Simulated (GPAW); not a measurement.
# Al (P6_3/mmc) in GPAW: a series of runs

Runs on Al. Level: PBE. Tasks: optical spectrum.

Program: GPAW 26.7.0. These are calculated values, not measurements. Logs are shortened: lines on timing, memory, paths and dates and some standing lists are left out, and cuts for length are marked. The log counts tension as positive stress, the text compression.

## Step 1: The crystal as given

The structure is hexagonal, space group P6_3/mmc (No. 194). Conventional cell: a = 2.755 Å, b = 2.755 Å, c = 4.767 Å, α = 90.00°, β = 90.00°, γ = 120.00°. Around Al (site symmetry -6m2) lie 12 Al at 2.76 to 2.87 Å.

This isn't the form of Al at room conditions, which is fcc.

## Step 2: Optical spectrum, PBE

File run.py:

```python
from ase.dft.bandgap import bandgap
from ase.io import read, write
from gpaw import GPAW, PW
from gpaw.response.df import DielectricFunction

atoms = read('Al.xyz')

calc = GPAW(mode=PW(500),
            xc='PBE',
            kpts={'size': (9, 9, 5), 'gamma': True},
            occupations={'name': 'fermi-dirac', 'width': 0.05},
            nbands=10,
            convergence={'density': 1e-06},
            maxiter=150,
            txt='gpaw.txt')
atoms.calc = calc
energy = atoms.get_potential_energy()
calc.write('gs.gpw')
write('result.traj', atoms)
print(f'Energy: {energy:.6f} eV')
print('Fermi level:', round(calc.get_fermi_level(), 4), 'eV')
print(f'Gap: {bandgap(calc)[0]:.4f} eV, direct: {bandgap(calc, direct=True)[0]:.4f} eV')

dense = calc.fixed_density(kpts={'size': (21, 21, 11), 'gamma': True},
                           nbands=29, convergence={'bands': 23, 'eigenstates': 1e-7},
                           update_fermi_level=True, txt='dense.txt')
dense.write('dense.gpw', mode='all')

df = DielectricFunction('dense.gpw', frequencies={'type': 'nonlinear', 'domega0': 0.05, 'omega2': 10},
                        eta=0.1, ecut=50, nbands=23, rate='eta', txt='df.txt')
for direction in ['x', 'z']:
    df.get_dielectric_function(xc='RPA', direction=direction, filename=f'df_{direction}.csv')
```

File Al.xyz:

```xyz
2
Lattice="2.7550421937 0.0000000000 0.0000000000 -1.3775210968 2.3859365282 0.0000000000 0.0000000000 0.0000000000 4.7674986532" Properties=species:S:1:pos:R:3 pbc="T T T"
Al    -0.0000000001      1.5906243522      1.1918746633
Al     1.3775210970      0.7953121760      3.5756239899
```

Potentials or basis: GPAW PAW data sets (gpaw-data 1.2.1), pw.

Started as:

```
> OMP_NUM_THREADS=1 python run.py
```

gpaw.txt:

```text
__  _  _
 | _ |_)|_||  |
 |__||  | ||/\| - 26.7.0

Input parameters:
  mode=PW(ecut=500.0),
  convergence={'density': 1e-06},
  kpts=MonkhorstPack(size=(9, 9, 5), gamma=True),
  maxiter=150,
  nbands=10,
  occupations=Occupations(name='fermi-dirac', width=0.05),
  xc=XC(name='PBE')

Diagonalizing LCAO Hamiltonian
Converting LCAO to pw mode

          Al

        Al

Atoms  # Å, Bohr magnetons
|   | symbol |         x |        y |        z |    initial magnetic moments |
|---|--------|-----------|----------|----------|-----------------------------|
| 0 |     Al | -0.000000 | 1.590624 | 1.191875 | ( 0.0000,  0.0000,  0.0000) |
| 1 |     Al |  1.377521 | 0.795312 | 3.575624 | ( 0.0000,  0.0000,  0.0000) |

Unit cell  # Å
| periodic |         x |        y |        z |  lengths |     angles |
|----------|-----------|----------|----------|----------|------------|
|      yes |  2.755042 | 0.000000 | 0.000000 | 2.755042 |  90.000000 |
|      yes | -1.377521 | 2.385937 | 0.000000 | 2.755042 |  90.000000 |
|      yes |  0.000000 | 0.000000 | 4.767499 | 4.767499 | 120.000000 |

Number of symmetries: 12
Symmetry operations  # r_c * U_cc + t_c -> r_c
|    | kind |            matrix            |
|----|------|------------------------------|
|  0 |  σ   |  1, 1, 0,  0,-1, 0,  0, 0, 1 |
|  1 |  S6  |  1, 1, 0, -1, 0, 0,  0, 0,-1 |
|  2 |  E   |  1, 0, 0,  0, 1, 0,  0, 0, 1 |
|  3 |  C2  |  1, 0, 0, -1,-1, 0,  0, 0,-1 |
|  4 |  C2  |  0, 1, 0,  1, 0, 0,  0, 0,-1 |
|  5 |  C3  |  0, 1, 0, -1,-1, 0,  0, 0, 1 |
|  6 |  S6  |  0,-1, 0,  1, 1, 0,  0, 0,-1 |
|  7 |  σ   |  0,-1, 0, -1, 0, 0,  0, 0, 1 |
|  8 |  σ   | -1, 0, 0,  1, 1, 0,  0, 0, 1 |
|  9 |  i   | -1, 0, 0,  0,-1, 0,  0, 0,-1 |
| 10 |  C3  | -1,-1, 0,  1, 0, 0,  0, 0, 1 |
| 11 |  C2  | -1,-1, 0,  0, 1, 0,  0, 0,-1 |

BZ-sampling:
  Number of BZ points: 405
  Number of IBZ points: 50

  Monkhorst-Pack size: [9, 9, 5]
  Monkhorst-Pack shift: [0, 0, 0]

K-points  # in reciprocal-cell coordinates
|     |                                coordinates |     weight |
|-----|--------------------------------------------|------------|
|   0 | (  0.00000000,   0.00000000,   0.00000000) | 0.00246914 |
|   1 | (  0.00000000,   0.00000000,   0.20000000) | 0.00493827 |
|   2 | (  0.00000000,   0.00000000,   0.40000000) | 0.00493827 |
|   3 | (  0.11111111,   0.00000000,  -0.40000000) | 0.01481481 |
|   4 | (  0.11111111,   0.00000000,  -0.20000000) | 0.01481481 |
|   5 | (  0.11111111,   0.00000000,   0.00000000) | 0.01481481 |
|   6 | (  0.11111111,   0.00000000,   0.20000000) | 0.01481481 |
|   7 | (  0.11111111,   0.00000000,   0.40000000) | 0.01481481 |
|   8 | (  0.22222222,  -0.11111111,   0.00000000) | 0.01481481 |
|   9 | (  0.22222222,  -0.11111111,   0.20000000) | 0.02962963 |
| ... |                                            |            |
|  49 | (  0.44444444,   0.44444444,   0.40000000) | 0.02962963 |

Plane wave coefficients: 825
Cutoff: 500.0 eV

Spin-components: 1 (collinear spins)
Bands:           10
Projectors:      10
Spin-degeneracy: 2
Datatype:        complex128

Parallelization:
  kpt:    1
  domain: 1
  band:   1

Density:
  Valence electrons: 6.0
  Components: 1
  Grid points: [15 15 25]
  Charge: 0.0  # |e|

Potential:
  Grid points: [15 15 25]

species:
  Al:
    name:    Aluminium
    Z:       13.0
    valence: 3
    core:    10
    charge:  0.0  # [|e|]
    compensation charges:
      type: gauss
      rc: 0.34  # [Å]
      lmax: 2
    cutoffs:
      filter: 1.91  # [Å]
      core: 2.36  # [Å]
    projectors
    | kind |    occ | energy [eV] | rcut [Å] |
    |------|--------|-------------|----------|
    |   3s |  2.000 |      -7.753 |    1.085 |
    |   3p |  1.000 |      -2.712 |    1.085 |
    |    s |        |      19.459 |    1.085 |
    |    p |        |      24.499 |    1.085 |
    |    d |        |       0.000 |    1.085 |

    Using partial waves for Al as LCAO basis

Reference energy: -13206.846530  # eV

eigensolver:
  PPCG
  Converge bands: occupied
  niter=2

density mixing:
  MSR1-Mixer
  Pratt-step length: 0.05
  Maximum mixing coefficient: 0.75
  Old densities: 10
  SVD Regularization: 0.005
  Good broyden scale: 1.0
  Trust region scale: 1.0
  Backstep threshold: 4.0
  History deletion threshold: 6.0
  Fourier metric: weight=20.0, sigma=0.015

occupation numbers:
  Fermi-Dirac:
    width: 0.0500  # eV

poisson solver:
  ecut: 4000.0  # eV

xc functional:
  name: PBE with 2 nearest neighbor stencil

convergence criteria:
- Maximum integral of absolute [dens]ity change: 1e-06 electrons / valence electron
- Maximum [total energy] change in last 3 cyles: 0.0005 eV / valence electron
- Maximum integral of absolute [eigenst]ate change: 4e-08 eV^2 / valence electron
maximum number of iterations: 150

SCF iterations
|iter     | |      energy | eigst |  dens |
|---------|-|-------------|-------|-------|
|iter:   1| |   -7.390402 | -0.21 |       |
|iter:   2| |   -7.391355 | -3.33 | -0.99 |
|iter:   3| |   -7.394829 | -3.23 | -1.01 |
|iter:   4| |   -7.395869 | -3.86 | -1.56 |
|iter:   5| |   -7.395888c| -6.00 | -2.95 |
|iter:   6| |   -7.395892c| -6.48 | -3.35 |
|iter:   7| |   -7.395892c| -7.78c| -4.26 |
|iter:   8| |   -7.395892c| -8.66c| -4.93 |
|iter:   9| |   -7.395892c| -9.87c| -5.70 |
|iter:  10| |   -7.395892c|-11.03c| -6.34c|

Converged in 10 steps
Energy contributions relative to reference atoms: (reference = -13206.846530)

Energy contributions:
  Kinetic:          11.913382
  Coulomb:          -7.050753
  Zero:             -0.016691
  External:          0.000000
  Xc:              -12.239385
  Entropy:          -0.004888
  Spinorbit:         0.000000
  ----------------------------
  Free energy:      -7.398336
  Extrapolated:     -7.395892

dipole moment: (-0.000001, -0.000001, -0.000002)  # |e|*Ang

Fermi level: 7.719
Eigenvalues  # (at kpt = [0.000, 0.000, 0.000])
| band index |      eig [eV] | occ [0-2] |
|------------|---------------|-----------|
|          0 |        -3.839 |     2.000 |
|          1 |         2.498 |     2.000 |
|          2 |         2.560 |     2.000 |
|          3 |        19.114 |     0.000 |
|          4 |        19.669 |     0.000 |
|          5 |        19.669 |     0.000 |
|          6 |        19.704 |     0.000 |
|          7 |        19.704 |     0.000 |
|          8 |        20.751 |     0.000 |
|          9 |        23.076 |     0.000 |

No gap
No difference between direct/indirect transitions
# Writing to gs.gpw (mode='')
```

It took 2.3 min on 1 thread of Arm Neoverse V2, shared host; peak memory 0.47 GiB.

What came out:

```yaml
Free_energy: -7.3983 eV
Band_gap_on_the_k_mesh: none (metal or under the smearing width)
```

Dielectric function (mean over the directions given):
| energy (eV) | real part | imaginary part |
| --- | --- | --- |
| 1.15 | -138.85 | 77.88 |
| 1.66 | -88.28 | 26.07 |
| 2.30 | -43.76 | 10.62 |
| 2.91 | -26.50 | 5.16 |
| 3.56 | -18.43 | 3.04 |
| 4.16 | -13.14 | 2.00 |
| 4.79 | -9.80 | 1.18 |
| 5.38 | -7.50 | 1.05 |
| 6.07 | -5.75 | 0.63 |
| 6.63 | -4.67 | 0.58 |
| 7.29 | -3.69 | 0.45 |
| 7.90 | -3.04 | 0.37 |
| 8.52 | -2.46 | 0.27 |
| 9.18 | -2.02 | 0.23 |
| 9.76 | -1.65 | 0.18 |
| 10.26 | -1.41 | 0.17 |
| 10.88 | -1.14 | 0.13 |
| 11.52 | -0.92 | 0.11 |
| 12.19 | -0.69 | 0.10 |
| 12.77 | -0.56 | 0.08 |
| 13.48 | -0.40 | 0.07 |
| 14.10 | -0.27 | 0.06 |
| 14.73 | -0.17 | 0.06 |
| 15.39 | -0.07 | 0.05 |
| 16.08 | 0.02 | 0.05 |
| 16.78 | 0.10 | 0.04 |
| 17.51 | 0.17 | 0.03 |
| 18.27 | 0.24 | 0.03 |
| 19.06 | 0.30 | 0.03 |
| 19.87 | 0.36 | 0.03 |

Caveat: the intraband term hangs on this k mesh; the long-wavelength limit can be off by a per cent or two; independent-particle spectra lack excitons.

## Step 3: Optical spectrum, PBE

This run uses another cell than the first one, of 16.00 Å³/atom, 1.021 times its volume.

run.py is that of step 2.

File Al.xyz:

```xyz
2
Lattice="2.7744445386 0.0000000000 0.0000000000 -1.3872222692 2.4027394518 0.0000000000 0.0000000000 0.0000000000 4.8010736936" Properties=species:S:1:pos:R:3 pbc="T T T"
Al    -0.0000000001      1.6018263013      1.2002684234
Al     1.3872222695      0.8009131505      3.6008052702
```

Potentials or basis: GPAW PAW data sets (gpaw-data 1.2.1), pw.

Started as:

```
> OMP_NUM_THREADS=1 python run.py
```

gpaw.txt:

```text
__  _  _
 | _ |_)|_||  |
 |__||  | ||/\| - 26.7.0

Input parameters:
  mode=PW(ecut=500.0),
  convergence={'density': 1e-06},
  kpts=MonkhorstPack(size=(9, 9, 5), gamma=True),
  maxiter=150,
  nbands=10,
  occupations=Occupations(name='fermi-dirac', width=0.05),
  xc=XC(name='PBE')

Diagonalizing LCAO Hamiltonian
Converting LCAO to pw mode

          Al

        Al

Atoms  # Å, Bohr magnetons
|   | symbol |         x |        y |        z |    initial magnetic moments |
|---|--------|-----------|----------|----------|-----------------------------|
| 0 |     Al | -0.000000 | 1.601826 | 1.200268 | ( 0.0000,  0.0000,  0.0000) |
| 1 |     Al |  1.387222 | 0.800913 | 3.600805 | ( 0.0000,  0.0000,  0.0000) |

Unit cell  # Å
| periodic |         x |        y |        z |  lengths |     angles |
|----------|-----------|----------|----------|----------|------------|
|      yes |  2.774445 | 0.000000 | 0.000000 | 2.774445 |  90.000000 |
|      yes | -1.387222 | 2.402739 | 0.000000 | 2.774445 |  90.000000 |
|      yes |  0.000000 | 0.000000 | 4.801074 | 4.801074 | 120.000000 |

Number of symmetries: 12
Symmetry operations  # r_c * U_cc + t_c -> r_c
|    | kind |            matrix            |
|----|------|------------------------------|
|  0 |  σ   |  1, 1, 0,  0,-1, 0,  0, 0, 1 |
|  1 |  S6  |  1, 1, 0, -1, 0, 0,  0, 0,-1 |
|  2 |  E   |  1, 0, 0,  0, 1, 0,  0, 0, 1 |
|  3 |  C2  |  1, 0, 0, -1,-1, 0,  0, 0,-1 |
|  4 |  C2  |  0, 1, 0,  1, 0, 0,  0, 0,-1 |
|  5 |  C3  |  0, 1, 0, -1,-1, 0,  0, 0, 1 |
|  6 |  S6  |  0,-1, 0,  1, 1, 0,  0, 0,-1 |
[... 82 lines left out ...]
  niter=2

density mixing:
  MSR1-Mixer
  Pratt-step length: 0.05
  Maximum mixing coefficient: 0.75
  Old densities: 10
  SVD Regularization: 0.005
  Good broyden scale: 1.0
  Trust region scale: 1.0
  Backstep threshold: 4.0
  History deletion threshold: 6.0
  Fourier metric: weight=20.0, sigma=0.015

occupation numbers:
  Fermi-Dirac:
    width: 0.0500  # eV

poisson solver:
  ecut: 4000.0  # eV

xc functional:
  name: PBE with 2 nearest neighbor stencil

convergence criteria:
- Maximum integral of absolute [dens]ity change: 1e-06 electrons / valence electron
- Maximum [total energy] change in last 3 cyles: 0.0005 eV / valence electron
- Maximum integral of absolute [eigenst]ate change: 4e-08 eV^2 / valence electron
maximum number of iterations: 150

SCF iterations
|iter     | |      energy | eigst |  dens |
|---------|-|-------------|-------|-------|
|iter:   1| |   -7.413707 | -0.22 |       |
|iter:   2| |   -7.414387 | -3.33 | -0.98 |
|iter:   3| |   -7.415234c| -3.28 | -1.01 |
|iter:   4| |   -7.415972c| -3.91 | -1.56 |
|iter:   5| |   -7.415990c| -5.98 | -2.96 |
|iter:   6| |   -7.415993c| -6.44 | -3.36 |
|iter:   7| |   -7.415993c| -8.21c| -4.60 |
|iter:   8| |   -7.415993c| -9.08c| -4.94 |
|iter:   9| |   -7.415993c|-10.18c| -5.74 |
|iter:  10| |   -7.415993c|-11.18c| -6.35c|

Converged in 10 steps
Energy contributions relative to reference atoms: (reference = -13206.846530)

Energy contributions:
  Kinetic:          10.310097
  Coulomb:          -5.848585
  Zero:             -0.015338
  External:          0.000000
  Xc:              -11.859780
  Entropy:          -0.004773
  Spinorbit:         0.000000
  ----------------------------
  Free energy:      -7.418380
  Extrapolated:     -7.415993

dipole moment: (-0.000001, -0.000001, -0.000002)  # |e|*Ang

Fermi level: 7.514
Eigenvalues  # (at kpt = [0.000, 0.000, 0.000])
| band index |      eig [eV] | occ [0-2] |
|------------|---------------|-----------|
|          0 |        -3.899 |     2.000 |
|          1 |         2.325 |     2.000 |
|          2 |         2.444 |     2.000 |
|          3 |        18.806 |     0.000 |
|          4 |        19.269 |     0.000 |
|          5 |        19.269 |     0.000 |
|          6 |        19.367 |     0.000 |
|          7 |        19.367 |     0.000 |
|          8 |        20.305 |     0.000 |
|          9 |        22.642 |     0.000 |

No gap
No difference between direct/indirect transitions
# Writing to gs.gpw (mode='')
```

Run time: 2.3 min. Hardware: 1 thread of Arm Neoverse V2, shared host; peak memory 0.48 GiB.

What came out:

| Quantity | Value |
| --- | --- |
| Free energy | -7.4184 eV |
| Band gap on the k mesh | none (metal or under the smearing width) |

Dielectric function (mean over the directions given):
```
energy (eV)  real part  imaginary part
       1.15    -139.58           71.59
       2.00     -55.44           15.85
       3.04     -24.26            4.74
       3.89     -14.43            2.22
       4.94      -8.71            1.15
       5.76      -6.39            0.77
       6.79      -4.28            0.51
       7.63      -3.16            0.36
       8.71      -2.20            0.25
       9.56      -1.67            0.17
      10.57      -1.19            0.13
      11.41      -0.89            0.10
      12.42      -0.60            0.09
      13.36      -0.37            0.07
      14.35      -0.19            0.06
      15.26      -0.05            0.05
      16.36       0.08            0.04
      17.36       0.19            0.03
      18.58       0.29            0.03
      19.87       0.38            0.03
```

Caveat: the intraband term hangs on this k mesh; the long-wavelength limit can be off by a per cent or two; independent-particle spectra lack excitons.
